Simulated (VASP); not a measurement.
The system is TePt.

```
Pt Te
1.0
     4.26288    0.00000    0.00000
    -2.13144    3.69176    0.00000
     0.00000    0.00000    5.66177
Pt Te
2 2
Direct
  0.00000 0.00000 0.00000
  0.00000 0.00000 0.50000
  0.33333 0.66667 0.25000
  0.66667 0.33333 0.75000
```

Measurements of this composition are mostly on another form, of space group No. 166.

- Program: VASP 6.6.1
- Task: relaxation of cell and atoms
- Functional: MS2
- Potentials or basis: VASP PAW PBE potentials, release 64 (Pt, Te)
- Cutoff: 600 eV
- k mesh: 7 × 7 × 5
- Occupations: gaussian, width 0.05 eV
- Spin: no spin polarisation

At the start: pressure -6.4 GPa; volume 22.28 Å³/atom.

Task: Where does the relaxation end?

Result: Over 10 steps the energy falls by 24.5 meV/atom and the volume is 21.18 Å³/atom (-4.9 %); space group P6_3/mmc (No. 194, to 0.05 Å).

Step by step:
```
step  energy change (eV)  largest force (eV/Å)  pressure (GPa)  volume (Å³)
   1              0.0000                0.0000           -6.41        89.10
   2              0.1771                0.0000           14.44        78.10
   3             -0.0961                0.0000           -0.08        84.75
   4             -0.0962                0.0000            0.05        84.66
   5             -0.0961                0.0000            0.20        84.58
   6             -0.0979                0.0000            0.14        84.62
   7             -0.0980                0.0000            0.19        84.63
   8             -0.0980                0.0000            0.17        84.63
   9             -0.0979                0.0000           -0.27        84.89
  10             -0.0980                0.0000           -0.01        84.72
```

Final structure:
```cif
data_structure
_symmetry_space_group_name_H-M 'P 1'
_symmetry_Int_Tables_number 1
_cell_length_a 4.2119
_cell_length_b 4.2119
_cell_length_c 5.5148
_cell_angle_alpha 90.000
_cell_angle_beta 90.000
_cell_angle_gamma 120.000
_cell_volume 84.72
loop_
_atom_site_label
_atom_site_type_symbol
_atom_site_fract_x
_atom_site_fract_y
_atom_site_fract_z
_atom_site_occupancy
Pt1 Pt 0.00000 0.00000 0.00000 1
Pt2 Pt 0.00000 0.00000 0.50000 1
Te1 Te 0.33333 0.66667 0.25000 1
Te2 Te 0.66667 0.33333 0.75000 1
```

Caveat: the PAW data sets were made with another functional, which shifts forces and pressure a little.
